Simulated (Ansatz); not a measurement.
The system is GaN.

```
CELL_PARAMETERS angstrom
0.00000 2.25350 2.25350
2.25350 0.00000 2.25350
2.25350 2.25350 0.00000
ATOMIC_POSITIONS crystal
Ga 0.00000 0.00000 0.00000
N 0.25000 0.25000 0.25000
```

The cell is a database's computed one.

Program: Ansatz 0.2.0. Alike in all runs: task band structure; cell as given; smearing fermi-dirac 0.05 eV; basis error allowed 0.001 eV/atom.

Order these runs on this cell by their pressure, lowest first.
A. level BLYP; potentials or basis all-electron LAPW, scalar-relativistic; spin off; k mesh 10 × 10 × 10; cutoff (eV) 422
B. level PBE; potentials or basis all-electron LAPW, relativistic spinors; spin SOC, no magnetisation; k mesh 7 × 7 × 7; cutoff (eV) 422
C. level revPBE; potentials or basis all-electron LAPW, scalar-relativistic; spin off; k mesh 10 × 10 × 10; cutoff (eV) 421
D. level PBEsol; potentials or basis all-electron LAPW, relativistic spinors; spin SOC, no magnetisation; k mesh 7 × 7 × 7; cutoff (eV) 421
E. level LDA; potentials or basis all-electron LAPW, relativistic spinors; spin SOC, no magnetisation; k mesh 7 × 7 × 7; cutoff (eV) 422

E (-6.3 GPa), D (-1.2 GPa), B (4.9 GPa), C (7.9 GPa), A (11.0 GPa).

Not every run made on this cell is shown here.
